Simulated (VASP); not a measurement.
TaN, 4 atoms in the cell. Symmetry: P6_3/mmc, No. 194, hexagonal system. The conventional cell has a = 2.922 Å, b = 2.922 Å, c = 5.917 Å, α = 90.00°, β = 90.00°, γ = 120.00°. Ta (site symmetry -3m) is surrounded by 6 N at 2.24 Å. N (site symmetry -6m2) is surrounded by 6 Ta at 2.24 Å. The cell comes from a database or a generator and needn't be the stable form of this composition.

- Program: VASP 6.6.1
- Task: relaxation of cell and atoms
- Functional: RPBE
- Dispersion: D3
- Potentials or basis: VASP PAW PBE potentials, release 64 (Ta_pv, N)
- Cutoff: 600 eV
- k mesh: 7 × 7 × 4
- Occupations: fermi-dirac, width 0.05 eV
- Spin: no spin polarisation
- Further INCAR settings: ALGO = Normal; EDIFF = 1e-06; IBRION = 2; EDIFFG = -0.01; NSW = 40; ISIF = 3

Potentials or basis: VASP PAW PBE potentials, release 64 (Ta_pv, N).

The run is started by

```console
$ cat potpaw_PBE.64/Ta_pv/POTCAR potpaw_PBE.64/N/POTCAR > POTCAR
$ mpirun -np 1 vasp_std > vasp.out
```

Hardware: 1 thread of Intel(R) Xeon(R) Platinum 8375C CPU @ 2.90GHz (Ice Lake), with other jobs on the host.

Estimate the wall time of this run.

Run time: 64 s on 1 thread of Intel(R) Xeon(R) Platinum 8375C CPU @ 2.90GHz (Ice Lake), with other jobs on the host, peak memory 0.2 GiB. Counts: scf iterations 43, k points 24, ion steps 5.
